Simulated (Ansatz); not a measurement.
# TiB2 (P6/mmm) in Ansatz: settings compared

One crystal, TiB2, is run at these levels: LDA, r2SCAN; tasks: band structure, single point, equation of state.

All numbers are computed with Ansatz 0.2.0; they aren't measurements. Logs are shortened: lines on timing, memory, paths and dates and some standing lists are left out, and cuts for length are marked.

## Step 1: The crystal as given

The structure is hexagonal, space group P6/mmm (No. 191). Conventional cell: a = 3.029 Å, b = 3.029 Å, c = 3.228 Å, α = 90.00°, β = 90.00°, γ = 120.00°. Ti (site symmetry 6/mmm) has 12 B at 2.38 Å as nearest neighbours. Around B (site symmetry -6m2) lie 3 B at 1.75 Å.

## Step 2: Band structure, LDA

Contents of input.yaml:

```yaml
crystal:
  lattice:
    - [3.0292, 0.0, 0.0]
    - [-1.5146, 2.6233641531, 0.0]
    - [0.0, 0.0, 3.2284]
  atoms:
    - { symbol: Ti, position: [0.0, 0.0, 0.0] }
    - { symbol: B, position: [0.6666666667, 0.3333333333, 0.5] }
    - { symbol: B, position: [0.3333333333, 0.6666666667, 0.5] }
hamiltonian:
  xc: lda
  pseudopotentials: { kind: paw }
kpoints:
  mp_grid: { grid: [10, 10, 8] }
  band_path:
    path:
      - [[0.0, 0.0, 0.0], [0.5, 0.0, 0.0], [0.3333333333, 0.3333333333, 0.0], [0.0, 0.0, 0.0], [0.0, 0.0, 0.5], [0.5, 0.0, 0.5], [0.3333333333, 0.3333333333, 0.5], [0.0, 0.0, 0.5]]
      - [[0.5, 0.0, 0.5], [0.5, 0.0, 0.0]]
      - [[0.3333333333, 0.3333333333, 0.0], [0.3333333333, 0.3333333333, 0.5]]
    npoints: 14
scf:
  occupations: { method: fermi_dirac, width: 0.05 }
  n_extra_bands: 7
output:
  forces: true
  stress: true
  eigenvalues: true
  fatbands: true
```

Potentials or basis: Ansatz PAW.

Run with:

```console
$ ansatz run input.yaml --threads 2 --pin off --max-ram 5632MiB --backend cpu --events-out ev --progress --plain --runs-dir out
```

What it wrote:

```text
Warning: RAYON_NUM_THREADS=2 ignored (pool sized by the plan → 2); use --threads N
scf.n_extra_bands = 7 over 9 filled bands (N_el = 18.0): the run solves 16 bands
Engine: ansatz 0.2.0, aarch64-unknown-linux-gnu
Pseudopotentials: kind: paw
Pseudopotential: Ti, paw, valence charge 12, recommended cutoff 420 eV (normal), Ti.paw.azcp
Pseudopotential: B, paw, valence charge 3, recommended cutoff 420 eV (normal), B.paw.azcp
Functional definition: SPW92
  exchange = slater_x
  correlation = pw_c
Crystal: 3 atoms, lattice volume = 25.655 Å³
Basis set: ecut = 420 eV, 503 PW (Γ)
Bands: 16, of which v1, the nominal top of the filled ones, is band 9 counted from 1 (8 counted from 0)
Symmetry: 24 space group operations
Space group: P6/mmm (ITA 191), of the structure as read, at distance tolerance 2.9e-5 Å
k-points: 70 of 800
Non-local potential: Ti, projectors of the file, l = 0: 3, l = 1: 2, l = 2: 3, l = 3: 1
Non-local potential: B, projectors of the file, l = 0: 2, l = 1: 2, l = 2: 1
PAW form: soft (Blöchl's): semilocal exchange-correlation on the pseudo side does not see the compensation charge
PAW frozen core: Ti, regenerated for the run's functional, and the local potential with it (the file was generated under x = pbe(κ = 0.804, μ = 0.2195149727645171), c = pbe(β = 0.06672455060314922))
PAW frozen core: B, regenerated for the run's functional, and the local potential with it (the file was generated under x = pbe(κ = 0.804, μ = 0.2195149727645171), c = pbe(β = 0.06672455060314922))
PAW one-centre angular grid: Ti, 590 points (default); XC on 64 Gauss nodes
PAW one-centre angular grid: B, 110 points (default); XC on 64 Gauss nodes
Initial density: superposition of atomic densities (neutral atoms: chi_scale 0, normalization atom), corrected by the library's trained network
Initial wavefunctions: pseudopotential atomic-orbital guess
Functional: x = slater, c = lda
SCF iter   1: F=—  HF=-2753.257802 eV  |F-HF|=—  |Δ(HF+E_count)|=         —  Δρ=5.79e-3  dr2=4.33e-3  ethr=1.77e-3  ⟨swp⟩=5.0  Hψ=5175  notcnv=0
preconditioner: auto → none  [metal: Δε(μ)=0.031 eV  Ē_g=10.373 eV  σ=0.050 eV  W_gap=0.15  n_scr=8 (ndim 8)  ℏωp=23.2 eV  f_vac=0.000  D(μ)=0.83/eV (n_scr^D=8)  sad-step TF]
SCF iter   2: F=—  HF=-2753.256611 eV  |F-HF|=—  |Δ(HF+E_count)|=   1.19e-3  Δρ=3.10e-3  dr2=1.78e-3  ethr=2.41e-5  ⟨swp⟩=2.0  Hψ=2012  notcnv=0  defer=40
SCF iter   3: F=—  HF=-2753.256181 eV  |F-HF|=—  |Δ(HF+E_count)|=   4.30e-4  Δρ=5.94e-4  dr2=1.34e-4  ethr=9.90e-6  ⟨swp⟩=2.0  Hψ=1613  notcnv=0  defer=40
SCF iter   4: F=—  HF=-2753.256153 eV  |F-HF|=—  |Δ(HF+E_count)|=   2.80e-5  Δρ=4.93e-5  dr2=1.02e-6  ethr=7.43e-7  ⟨swp⟩=1.6  Hψ=1068  notcnv=0  defer=40
SCF iter   5: F=—  HF=-2753.256155 eV  |F-HF|=—  |Δ(HF+E_count)|=   1.90e-6  Δρ=5.19e-6  dr2=4.37e-9  ethr=5.67e-9  ⟨swp⟩=2.1  Hψ=1313  notcnv=0  defer=40
SCF iter   6: F=-2753.256155 eV  HF=-2753.256155 eV  |F-HF|=1.82e-12  |Δ(HF+E_count)|=   1.27e-9  Δρ=5.27e-7  dr2=2.63e-11  ethr=2.43e-11  ⟨swp⟩=4.2  Hψ=4218  notcnv=0
SCF 1 converged in 6 iterations: F = -2753.256155 eV  dr2 = 2.63e-11
NSCF: frozen V_eff on 129 k-points
SCF converged after 6 iterations
Free energy (F): -2753.256155 eV
Harris-Foulkes:  -2753.256155 eV  (|F-HF|=1.82e-12)
Internal energy: -2753.249822 eV  (E = F + TS)
E sigma→0 (E₀):  -2753.252989 eV
Entropy (-TS):   -0.006333 eV (-2.111 meV/atom)
Fermi energy:    14.801159 eV
--- Per-component energies (eV) ---
  E_band       = -95.499265
  E_kinetic    = 376.065579
  E_local      = -793.194791  (includes V_loc(G=0)·N_el)
  E_nonlocal   = 33.872433
  E_hartree    = 333.824342
  E_xc         = -164.046317
  E_vxc        = -202.240342  (∫ρ·V_xc dr)
  E_paw        = -1144.005840  (= ΣΔE_a)
  E_vpaw       = -177.650980  (= ΣTr[D̂ρ^β])
  E_aug_tail   = 0.000072  (compensation charges beyond the density's cutoff)
  E_ewald      = -1396.182920
  E_core_change = 0.417619  (= ΣΔE_core)
  E_smearing   = -0.006333  (= −TS)
  E_closure    = 0.000000  (closes the sum)
  Σ components = -2753.256155   (vs F -2753.256155, Δ=0.00e0)
--- Forces (eV/Å), atoms counted from 1 ---
  atom   1  Ti    -0.00000000     0.00000000     0.00000000
  atom   2  B      0.00000000     0.00000000     0.00000000
  atom   3  B      0.00000000    -0.00000000     0.00000000
  max |Σ_I F_I| component: 1.67e-16 eV/Å
--- Stress (GPa, compression-positive) ---
      -10.831663      -0.000000      -0.000000
        0.000000     -10.831663      -0.000000
       -0.000000      -0.000000     -11.882287
  P = ⅓ Tr σ = -11.1819 GPa (-111.819 kbar)
--- Band table (eV; the first three rows and the last of 70) ---
  k-point 0: bands = ["-41.4733", "-18.1359", "-17.8229", "-17.8229", "1.5549", "12.2750", "12.2750", "12.6042", "12.7515", "16.7467", "16.7467", "18.5009", "18.5009", "20.6706", "20.6706", "21.9620"]
  k-point 1: bands = ["-41.4710", "-18.1666", "-17.8204", "-17.8204", "1.7628", "11.0730", "12.4391", "12.4391", "14.0731", "16.2761", "16.2761", "18.1492", "18.1492", "21.4107", "21.4107", "21.8707"]
  k-point 2: bands = ["-41.4655", "-18.2400", "-17.8145", "-17.8145", "2.3363", "9.4162", "12.9200", "12.9200", "15.2383", "15.4782", "15.4782", "17.2435", "17.2435", "21.6703", "22.9460", "22.9460"]
  k-point 69: bands = ["-41.3950", "-18.2346", "-18.1185", "-18.0411", "5.9584", "6.9482", "9.2879", "11.5710", "11.8582", "17.3462", "18.8101", "18.9837", "19.2678", "19.9681", "22.0332", "25.5678"]
```

It took 1.6 s on 2 threads of Arm Neoverse V2, shared host; peak memory 0.29 GiB.

Results:

- Free energy: -2753.2562 eV
- Pressure: -11.2 GPa
- Band gap on the k mesh: none (metal or under the smearing width)

Levels at the corners of the path, in eV from the Fermi level:
```tsv
point	band 6	band 7	band 8	band 9	band 10	band 11	band 12	band 13
Γ	-2.53	-2.53	-2.20	-2.05	1.95	1.95	3.70	3.70
M	-8.96	-3.16	-3.14	-2.19	1.39	2.79	3.28	3.45
K	-8.08	-7.22	-1.79	-1.79	1.43	1.43	2.04	6.98
Γ	-2.53	-2.53	-2.20	-2.05	1.95	1.95	3.70	3.70
A	-7.47	-0.47	-0.47	-0.11	-0.11	0.48	0.48	1.68
L	-7.35	-4.55	-3.73	-2.99	2.53	2.97	4.56	4.64
H	-8.36	-5.59	-3.04	-3.04	2.55	4.33	4.33	4.57
A	-7.47	-0.47	-0.47	-0.11	-0.11	0.48	0.48	1.68
L	-7.35	-4.55	-3.73	-2.99	2.53	2.97	4.56	4.64
M	-8.96	-3.16	-3.14	-2.19	1.39	2.79	3.28	3.45
K	-8.08	-7.22	-1.79	-1.79	1.43	1.43	2.04	6.98
H	-8.36	-5.59	-3.04	-3.04	2.55	4.33	4.33	4.57
```

Caveat: the PAW data sets come from PBE, with cores solved anew for the run's functional, which leaves a small shift of forces and pressure.

## Step 3: Single point, LDA, 8.04 Å³/atom (volume scaled by 0.94)

Contents of input.yaml:

```yaml
crystal:
  lattice:
    - [2.9673622405, 0.0, 0.0]
    - [-1.4836811203, 2.5698110825, 0.0]
    - [0.0, 0.0, 3.1624957934]
  atoms:
    - { symbol: Ti, position: [0.0, 0.0, 0.0] }
    - { symbol: B, position: [0.6666666667, 0.3333333333, 0.5] }
    - { symbol: B, position: [0.3333333333, 0.6666666667, 0.5] }
hamiltonian:
  xc: lda
  pseudopotentials: { kind: paw }
kpoints:
  mp_grid: { grid: [10, 10, 8] }
scf:
  occupations: { method: fermi_dirac, width: 0.05 }
output:
  forces: true
  stress: true
  eigenvalues: true
```

Potentials or basis: Ansatz PAW.

Run with:

```console
$ ansatz run input.yaml --threads 2 --pin off --max-ram 5632MiB --backend cpu --events-out ev --progress --plain --runs-dir out
```

What it wrote:

```text
Warning: RAYON_NUM_THREADS=2 ignored (pool sized by the plan → 2); use --threads N
[... 7 set-up lines as earlier in the session ...]
Crystal: 3 atoms, lattice volume = 24.116 Å³
Basis set: ecut = 420 eV, 455 PW (Γ)
Bands: 13, of which v1, the nominal top of the filled ones, is band 9 counted from 1 (8 counted from 0)
[... 2 set-up lines as earlier in the session ...]
k-points: 70 of 800
[... 10 set-up lines as earlier in the session ...]
SCF iter   1: F=—  HF=-2753.289724 eV  |F-HF|=—  |Δ(HF+E_count)|=         —  Δρ=6.19e-3  dr2=4.45e-3  ethr=1.77e-3  ⟨swp⟩=4.6  Hψ=4353  notcnv=0
preconditioner: auto → none  [metal: Δε(μ)=0.011 eV  Ē_g=8.411 eV  σ=0.050 eV  W_gap=0.06  n_scr=8 (ndim 8)  ℏωp=23.9 eV  f_vac=0.000  D(μ)=0.81/eV (n_scr^D=8)  sad-step TF]
SCF iter   2: F=—  HF=-2753.288459 eV  |F-HF|=—  |Δ(HF+E_count)|=   1.26e-3  Δρ=3.22e-3  dr2=1.57e-3  ethr=2.47e-5  ⟨swp⟩=2.8  Hψ=2130  notcnv=0
SCF iter   3: F=—  HF=-2753.288047 eV  |F-HF|=—  |Δ(HF+E_count)|=   4.13e-4  Δρ=4.61e-4  dr2=3.92e-5  ethr=8.74e-6  ⟨swp⟩=2.1  Hψ=1546  notcnv=0
SCF iter   4: F=—  HF=-2753.288040 eV  |F-HF|=—  |Δ(HF+E_count)|=   6.20e-6  Δρ=4.23e-5  dr2=2.86e-7  ethr=2.18e-7  ⟨swp⟩=2.0  Hψ=997  notcnv=0
iter 5 did not close the SCF: its close was put off for the readings that it lacked (scf_convergence_deferred on its scf_iter line)
SCF iter   5: F=-2753.288040 eV  HF=-2753.288040 eV  |F-HF|=4.31e-9  |Δ(HF+E_count)|=   5.78e-8  Δρ=7.23e-6  dr2=8.71e-9  ethr=1.59e-9  ⟨swp⟩=2.0  Hψ=1542  notcnv=0
SCF iter   6: F=-2753.288040 eV  HF=-2753.288040 eV  |F-HF|=1.16e-10  |Δ(HF+E_count)|=  8.13e-10  Δρ=9.48e-7  dr2=1.57e-10  ethr=4.84e-11  ⟨swp⟩=2.0  Hψ=3021  notcnv=0
SCF 1 converged in 6 iterations: F = -2753.288040 eV  dr2 = 1.57e-10
SCF converged after 6 iterations
Free energy (F): -2753.288040 eV
Harris-Foulkes:  -2753.288040 eV  (|F-HF|=1.16e-10)
Internal energy: -2753.281881 eV  (E = F + TS)
E sigma→0 (E₀):  -2753.284960 eV
Entropy (-TS):   -0.006160 eV (-2.053 meV/atom)
Fermi energy:    15.816827 eV
--- Per-component energies (eV) ---
  E_band       = -77.608276
  E_kinetic    = 381.461994
  E_local      = -757.240390  (includes V_loc(G=0)·N_el)
  E_nonlocal   = 34.350668
  E_hartree    = 323.306595
  E_xc         = -165.754720
  E_vxc        = -204.448483  (∫ρ·V_xc dr)
  E_paw        = -1144.545342  (= ΣΔE_a)
  E_vpaw       = -178.345304  (= ΣTr[D̂ρ^β])
  E_aug_tail   = 0.000093  (compensation charges beyond the density's cutoff)
  E_ewald      = -1425.278398
  E_core_change = 0.417619  (= ΣΔE_core)
  E_smearing   = -0.006160  (= −TS)
  E_closure    = 0.000000  (closes the sum)
  Σ components = -2753.288040   (vs F -2753.288040, Δ=0.00e0)
--- Forces (eV/Å), atoms counted from 1 ---
  atom   1  Ti     0.00000000    -0.00000000     0.00000000
  atom   2  B      0.00000000     0.00000000     0.00000000
  atom   3  B      0.00000000    -0.00000000     0.00000000
  max |Σ_I F_I| component: 3.70e-17 eV/Å
--- Stress (GPa, compression-positive) ---
        6.931776      -0.000000       0.000000
        0.000000       6.931776       0.000000
        0.000000       0.000000       2.261790
  P = ⅓ Tr σ = 5.3751 GPa (53.751 kbar)
--- Band table (eV; the first three rows and the last of 70) ---
  k-point 0: bands = ["-40.3039", "-16.9843", "-16.6234", "-16.6234", "2.2472", "13.1601", "13.1601", "13.6071", "13.6188", "17.9521", "17.9521", "19.8189", "19.8189"]
  k-point 1: bands = ["-40.3009", "-17.0238", "-16.6202", "-16.6202", "2.4732", "11.9778", "13.3333", "13.3333", "15.0570", "17.4302", "17.4302", "19.4346", "19.4346"]
  k-point 2: bands = ["-40.2935", "-17.1179", "-16.6127", "-16.6127", "3.0958", "10.2840", "13.8424", "13.8424", "16.2993", "16.5588", "16.5588", "18.4517", "18.4517"]
  k-point 69: bands = ["-40.2010", "-17.1094", "-16.9896", "-16.8932", "6.7203", "7.7230", "10.1472", "12.5094", "12.7593", "18.6082", "20.1905", "20.4365", "20.7432"]
```

It took 0.72 s on 2 threads of Arm Neoverse V2, shared host; peak memory 0.29 GiB.

Results:

- Free energy: -2753.2880 eV
- Pressure: 5.4 GPa
- Band gap on the k mesh: none (metal or under the smearing width)

Caveat: the pressure holds a Pulay correction of +0.3 GPa for the finite cutoff; the PAW data sets come from PBE, with cores solved anew for the run's functional, which leaves a small shift of forces and pressure.

(Continued in part 2 of 2.)
